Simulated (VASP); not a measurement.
A run of VASP 6.6.1 is set up as follows.

The input INCAR:

```
PREC     = Accurate       # precision mode
ENCUT    = 520            # plane-wave cutoff, eV
EDIFF    = 1E-6           # SCF threshold, eV
ISMEAR   = 0              # smearing method
SIGMA    = 0.03           # smearing width, eV
LREAL    = False          # projectors in reciprocal space
LASPH    = True           # aspherical terms in the spheres
NELM     = 80             # most SCF steps
ALGO     = Fast           # electronic algorithm
ISIF     = 2              # what is computed and relaxed
LWAVE    = False          # write WAVECAR
LCHARG   = False          # write CHGCAR
LDIPOL   = True         
IDIPOL   = 3            
DIPOL    = 0.5 0.5 0.500
GGA      = PS             # functional
LVHAR    = True         
LVACPOTAV= True         
ICORELEVEL= 1
```

Contents of KPOINTS:

```
Automatic mesh
0
Gamma
  9 9 1
```

The input POSCAR:

```
Si
1.0
    3.8436175000      0.0000000000      0.0000000000
   -1.9218087500      3.3286704000      0.0000000000
    0.0000000000      0.0000000000     18.9228756900
Si
4
Direct
    0.3333333300      0.6666666700      0.3963456800
    0.0000000000      0.0000000000      0.4378074100
    0.0000000000      0.0000000000      0.5621925900
    0.6666666700      0.3333333300      0.6036543200
```

Potentials or basis: VASP PAW PBE potentials, release 64 (Si).

Command:

```sh
$ cat potpaw_PBE.64/Si/POTCAR > POTCAR
$ mpirun -np 1 vasp_std > vasp.out
```

(1) Predict the largest force.

(2) Predict the work function of the upper face.

(3) What does it give for the work function of the lower face?

(4) What does it give for the band gap on the k mesh?

## Answers

(1) 1.086 eV/Å.

(2) 4.90 eV.

(3) 4.90 eV.

(4) none (metal or under the smearing width).

Caveat: the PAW data sets were made with another functional, which shifts forces and pressure a little.
